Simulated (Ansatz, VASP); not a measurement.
## Cross-check of Li16HF15 (U centre (hydride ion on a halide site) in LiF) between VASP and Ansatz

Wanted: the spread between two codes on one cell, functional and k mesh. The cell is taken from a series of runs on this material, whose earlier steps may have relaxed, scaled, displaced or heated it; both programs get it as it stands.

Calculated with Ansatz 0.2.0; plane waves, with VASP 6.6.1 beside it; single point at HSE06.

### 1. The structure

The cell holds 32 atoms: 16 Li, 15 F and 1 H. Its edges and angles: a = 7.044 Å, b = 7.044 Å, c = 7.044 Å, α = 109.5°, β = 109.5°, γ = 109.5°. It derives from LiF (LiF (Fm-3m)). Nearest the centre at fractional (0.500, 0.500, 0.500): H32 at 0.28 Å, Li6 at 2.05 Å, Li10 at 2.05 Å, Li12 at 2.05 Å, Li16 at 2.05 Å, Li15 at 2.05 Å, Li7 at 2.05 Å, F18 at 2.88 Å.

### 2. VASP: single point, HSE06

With cell and atoms fixed, the geometry can't cause a difference; cores, projectors, grids and the points listed under the comparison can.

Lines of VASP's logs that name or quote its potential files are left out, and so is its time.

The run reads the wave functions of an earlier VASP run, which isn't shown here.

The input, INCAR:

```
SYSTEM = Li16HF15
PREC = Accurate
ENCUT = 650
EDIFF = 1E-06
NELM = 100
ISMEAR = -1
SIGMA = 0.01
LREAL = Auto
ALGO = Normal
LHFCALC = .TRUE.
AEXX = 0.25
GGA = PE
HFSCREEN = 0.208
LASPH = .TRUE.
NBANDS = 99
PRECFOCK = Fast
LORBIT = 11
LWAVE = .FALSE.
LCHARG = .FALSE.
ISIF = 2
```

The input, POSCAR:

```
Li16HF15
1.0
   -4.0671287531      4.0671287531      4.0671287531
    4.0671287531     -4.0671287531      4.0671287531
    4.0671287531      4.0671287531     -4.0671287531
Li F H
16 15 1
Direct
    0.0000000000      0.0000000000      0.0000000000
    0.0000000000      0.2500000000      0.7500000000
    0.0000000000      0.5000000000      0.5000000000
    0.0000000000      0.7500000000      0.2500000000
    0.2500000000      0.0000000000      0.7500000000
    0.2476680183      0.2476680183      0.5000000000
    0.2484238605      0.5008219567      0.2477341329
    0.2500000000      0.7500000000      0.0000000000
    0.5000000000      0.0000000000      0.5000000000
    0.5000000000      0.2476680183      0.2476680183
    0.5000000000      0.5000000000      0.0000000000
    0.5000000000      0.7523319817      0.7523319817
    0.7500000000      0.0000000000      0.2500000000
    0.7500000000      0.2500000000      0.0000000000
    0.7523319817      0.5000000000      0.7523319817
    0.7523319817      0.7523319817      0.5000000000
    0.0000000000      0.0000000000      0.5000000000
    0.9996207982      0.2498103991      0.2498103991
    0.0000000000      0.5000000000      0.0000000000
    0.0003792018      0.7501896009      0.7501896009
    0.2498103991      0.9996207982      0.2498103991
    0.2498103991      0.2498103991      0.9996207982
    0.2498103991      0.5000000000      0.7501896009
    0.2498103991      0.7501896009      0.5000000000
    0.5000000000      0.0000000000      0.0000000000
    0.5000000000      0.2498103991      0.7501896009
    0.5000000000      0.7501896009      0.2498103991
    0.7501896009      0.0003792018      0.7501896009
    0.7501896009      0.2498103991      0.5000000000
    0.7501896009      0.5000000000      0.2498103991
    0.7501896009      0.7501896009      0.0003792018
    0.4651881884      0.4621431491      0.4969549607
```

The input, KPOINTS:

```
Automatic mesh
0
Gamma
1 1 1
0 0 0
```

The projector-augmented-wave data sets are Li_sv, F and H (PBE family, release 64).

Run with:

```bash
export OMP_NUM_THREADS=3
mpirun -np 1 vasp_gam
```

Numbers of over 12 decimals in the logs are rounded to 6 here.

Output:

```text
[banner, memory and clock lines left out]
running    1 mpi-ranks, on    1 nodes
[...]
Offloading initialized ...    1 GPUs detected
[...]
LDA part: xc-table for (Slater+PW92), standard interpolation
 found WAVECAR, reading the header
 POSCAR, INCAR and KPOINTS ok, starting setup
[...]
reading WAVECAR
 the WAVECAR file was read successfully
 initial charge from wavefunction
 entering main loop
       N       E                     dE             d eps       ncg     rms          rms(c)
DAV:   1    -0.178028261434E+03   -0.17803E+03   -0.25993E+00   214   0.820E+00    0.117E+00
DAV:   2    -0.178048499857E+03   -0.20238E-01   -0.28190E-01   268   0.183E+00    0.733E-01
DAV:   3    -0.178039487545E+03    0.90123E-02   -0.23919E-02   260   0.613E-01    0.470E-01
DAV:   4    -0.178037968420E+03    0.15191E-02   -0.27020E-03   252   0.155E-01    0.311E-01
[...]
DAV:   8    -0.178036819052E+03    0.20374E-04   -0.13634E-05   252   0.169E-02    0.336E-02
DAV:   9    -0.178036814736E+03    0.43158E-05   -0.50094E-06   220   0.108E-02    0.202E-02
DAV:  10    -0.178036814507E+03    0.22921E-06   -0.16347E-06   156   0.654E-03
   1 F= -.17803681E+03 E0= -.17803681E+03  d E =0.000000E+00
```

OUTCAR, selected parts (step 2):

```text
  Total       -6.5178657     -6.5152600     -6.0942173     -0.0329243     -0.0500896     -0.0411403
  in kB      -38.8054064    -38.7898928    -36.2831314     -0.1960213     -0.2982186     -0.2449367
  external PRESSURE =     -37.9594769 kB  Pullay stress =       0.0000000 kB

 POSITION                                       TOTAL-FORCE (eV/Angst)
 -----------------------------------------------------------------------------------
      0.00000      0.00000      0.00000         0.060496      0.060314      0.020904
      4.06713      2.03356     -2.03356        -0.001494      0.000314      0.036474
      4.06713      0.00000      0.00000        -0.057695      0.050483      0.010604
      4.06713     -2.03356      2.03356         0.001598     -0.000331      0.037589
      2.03356      4.06713     -2.03356         0.003644     -0.001511      0.037642
      2.03356      2.03356     -0.01897        -0.007283     -0.003353     -0.190227
      2.03410     -0.01897      2.03971        -0.011704      0.003267     -0.134262
      2.03356     -2.03356      4.06713         0.003800     -0.003779      0.000706
      0.00000      4.06713      0.00000         0.060625     -0.060264      0.021014
     -0.01897      2.03356      2.03356         0.006167     -0.000215     -0.115792
      0.00000      0.00000      4.06713        -0.057834     -0.050563      0.010651
      4.08610      2.03356      2.03356        -0.000719      0.000416     -0.115067
     -2.03356      4.06713      2.03356         0.003258      0.001545      0.041839
     -2.03356      2.03356      4.06713         0.002696      0.003707      0.000659
[...]
-----------------------------------------------------------------------------------
    total drift:                                0.000144     -0.000398      0.001741

  FREE ENERGIE OF THE ION-ELECTRON SYSTEM (eV)
  ---------------------------------------------------
  free  energy   TOTEN  =      -178.0368145067 eV

  energy  without entropy=     -178.0368145067  energy(sigma->0) =     -178.03681451

[... 3 further parts left out ...]
[key lines of the parts left out:]
E-fermi :   0.1507
```

The run ends at a pressure of -3.80 GPa, with forces up to 1.0 eV/Å.

(Part 1 of 2 ends here.)

[Lines on the potential files, build, host, timing and source positions are cut from VASP's logs without a mark.]

[Logs are printed without paths, hosts, clocks, repeated set-up lines and the standing remarks that a program may print on its own settings, such as how far it seeks lower states.]

[Hosts, paths, dates, database ids (printed as entryN), source tags and the programs' standing remarks are cut or masked in the printed files.]
